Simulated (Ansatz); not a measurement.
# CdSe: the cost of one run

Program: Ansatz 0.2.0. Level of theory: DFT PBE, scalar-relativistic, plane waves, PAW. These are calculated values, not measurements.

1 further run of the same task is left out (set aside as unsound or not needed).

## 1. The system as given

Symmetry: Pnma, No. 62, orthorhombic system. The conventional cell has a = 8.165 Å, b = 4.507 Å, c = 7.479 Å, α = 90.00°, β = 90.00°, γ = 90.00°. Cd (site symmetry m) has 4 Se at 2.63 to 2.75 Å as nearest neighbours. Se (site symmetry m) has 4 Cd at 2.63 to 2.75 Å as nearest neighbours.

Coordinates:

```
Cd Se
1.0
     8.16470    0.00000    0.00000
     0.00000    4.50702    0.00000
     0.00000    0.00000    7.47911
Cd Se
4 4
Cartesian
  6.8645 3.3803 2.9843
  5.3825 1.1268 6.7238
  2.7822 3.3803 0.7553
  1.3002 1.1268 4.4949
  6.7140 1.1268 4.4572
  5.5331 3.3803 0.7176
  2.6316 1.1268 6.7615
  1.4507 3.3803 3.0219
```

The cell was relaxed beforehand at this level, from a generated guess; it is a trial structure. At a tolerance of 0.02 Å it has space group Pnma (No. 62); it has 34.40 Å³/atom, an uncorrected energy of -0.56 eV/atom over the elements.

## 2. Bands, states and charges

input.yaml reads:

```yaml
crystal:
  lattice:
    - [8.1647019, 0.0, 0.0]
    - [0.0, 4.507022, 0.0]
    - [0.0, 0.0, 7.4791059]
  atoms:
    - { symbol: Cd, position: [0.840757, 0.75, 0.399012] }
    - { symbol: Cd, position: [0.659243, 0.25, 0.899012] }
    - { symbol: Cd, position: [0.340757, 0.75, 0.100988] }
    - { symbol: Cd, position: [0.159243, 0.25, 0.600988] }
    - { symbol: Se, position: [0.822316, 0.25, 0.595951] }
    - { symbol: Se, position: [0.677684, 0.75, 0.095951] }
    - { symbol: Se, position: [0.322316, 0.25, 0.904049] }
    - { symbol: Se, position: [0.177684, 0.75, 0.404049] }
basis:
  ecutwfc: 420
kpoints:
  mp_grid: { grid: [4, 6, 4] }
  band_path:
    path:
      - [[0.0, 0.0, 0.0], [0.5, 0.0, 0.0], [0.5, 0.5, 0.0], [0.0, 0.5, 0.0], [0.0, 0.0, 0.0], [0.0, 0.0, 0.5], [0.5, 0.0, 0.5], [0.5, 0.5, 0.5], [0.0, 0.5, 0.5], [0.0, 0.0, 0.5]]
      - [[0.5, 0.0, 0.0], [0.5, 0.0, 0.5]]
      - [[0.0, 0.5, 0.0], [0.0, 0.5, 0.5]]
      - [[0.5, 0.5, 0.0], [0.5, 0.5, 0.5]]
    npoints: 14
hamiltonian:
  xc: pbe
scf:
  occupations: { method: gaussian, width: 0.02 }
  n_extra_bands: 20
output:
  forces: true
  stress: true
  eigenvalues: true
  populations: true
  dos: { projected: true, de: 0.02, nscf_kmesh: { grid: [6, 9, 6] } }
  bader: true
  write_density: true
  write_potential: true
  elf: true
  volumetric_format: npy
```

Launch:

```console
> ansatz run input.yaml --threads 4 --pin off --max-ram 8192MiB --backend cpu --events-out ev --progress --plain --runs-dir out
```

What time and memory should one allow on 4 threads of Intel Xeon Platinum 8259CL at 2.50GHz (Skylake/Cascade Lake), shared host?

About 87 s, with a peak of 2.5 GiB.
